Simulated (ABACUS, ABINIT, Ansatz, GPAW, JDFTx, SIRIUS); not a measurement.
## PtSe2: programs and potentials compared

```
Pt Se
1.0
     3.72400    0.00000    0.00000
    -1.86200    3.22508    0.00000
     0.00000    0.00000    5.06200
Pt Se
1 2
Direct
  0.01133 0.02263 0.00660
  0.65034 0.33135 0.74000
  0.33238 0.65513 0.24631
```

Atoms were shifted at random by some hundredths of an Å from the given cell, which wasn't relaxed again for these runs.

Alike in all runs: task single point; functional PBEsol; k mesh 8 × 8 × 5; occupations fermi-dirac, width 0.05 eV; no spin polarisation; no spin-orbit coupling. Pressure is positive in compression and, in plane waves, holds the error of the finite cutoff.

```
                                        program and potentials  plane-wave cutoff (eV)                                       notes  pressure (GPa)  largest force (eV/Å)  energy over the undisturbed cell (meV/atom)
   ABACUS, PseudoDojo NC SR 0.4.1 PBEsol standard, plane waves                    1184  16.67 valence electrons an atom on average            1.93                 1.964                                        39.95
               ABINIT, PseudoDojo NC SR PBEsol v0.4.1 standard                    1170  16.67 valence electrons an atom on average            1.94                 1.964                                            -
JDFTx, PseudoDojo-SR-PBEsol-0.4.1-standard with smoothed tails                    1170  16.67 valence electrons an atom on average            1.94                 1.964                                        39.95
             GPAW, PAW data sets generated for this functional                     600   9.33 valence electrons an atom on average            2.06                 1.956                                        39.39
                Ansatz, all-electron LAPW, scalar-relativistic                       -                                           -            2.05                 1.964                                            -
SIRIUS, PseudoDojo 0.4.1 PBEsol standard (scalar relativistic)                    1177  16.67 valence electrons an atom on average            1.94                 1.964                                            -
```

Force on atom 1 (Pt), eV/Å:

```csv
program and potentials,x,y,z
"ABACUS, PseudoDojo NC SR 0.4.1 PBEsol standard, plane waves",-0.299,-1.583,-1.122
"ABINIT, PseudoDojo NC SR PBEsol v0.4.1 standard",-0.300,-1.584,-1.122
"JDFTx, PseudoDojo-SR-PBEsol-0.4.1-standard with smoothed tails",-0.300,-1.584,-1.121
"GPAW, PAW data sets generated for this functional",-0.297,-1.573,-1.125
"Ansatz, all-electron LAPW, scalar-relativistic",-0.299,-1.582,-1.126
"SIRIUS, PseudoDojo 0.4.1 PBEsol standard (scalar relativistic)",-0.300,-1.584,-1.122
```

The pressure spans 1.93 (ABACUS, PseudoDojo NC SR 0.4.1 PBEsol standard, plane waves) to 2.06 GPa (GPAW, PAW data sets generated for this functional), with all-electron results at 2.05.

Differences between rows come from potentials, basis sets and numerical settings, since the functional is the same but for its coding. Runs on potential files found faulty are left out.
